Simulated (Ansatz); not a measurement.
Consider the formal exchange of groups at a C–C bond: `CCCS` + `[CH3][GeH3]` → `[CH3][GeH2][CH2]S` + `CC`.

Program: Ansatz. Geometries: PBE0-D4/def2-TZVP. ΔE: electronic, gas phase. CCSD(T)/CBS is the MP2 limit (def2-TZVPP, def2-QZVPP) plus CCSD(T) − MP2 in def2-TZVPP, frozen cores. This one scheme is used for every species. Functionals use def2-TZVPP. B3LYP here is the variant with VWN-RPA as its local correlation; programs differ in this. For Ge outer-core shells are correlated without core-valence functions, which leaves a few kJ/mol of doubt a bond. Scalar relativity is left out up to krypton. One conformer a species, not always the lowest.

```tsv
level	ΔE (kcal/mol)
PBE-D4	-5.4
r2SCAN-D4	-5.5
PBE	-5.3
B3LYP	-5.3
MP2/def2-TZVPP	-6.5
SCS-MP2/def2-TZVPP	-6.0
MP2/def2-QZVPP	-6.5
HF/CBS(def2)	-4.2
```

(1) What does CCSD(T)/CBS give? (Best estimate.)

Largest T1 diagnostic among the species: 0.010.

## Answers

(1) Ansatz gave: -5.9 kcal/mol. The listed levels differ from it by 0.5, 0.4, 0.6, 0.6, -0.6, -0.1, -0.6, 1.7 kcal/mol.

In def2-TZVPP, CCSD(T) changes the Hartree–Fock value by −1.4 kcal/mol (the triples alone add −0.1 kcal/mol) and MP2 by −2.1 kcal/mol.

CCSD(T)/CBS has its own doubt, a few kJ/mol and more with outer-core shells, so smaller differences from it don't rank the levels.
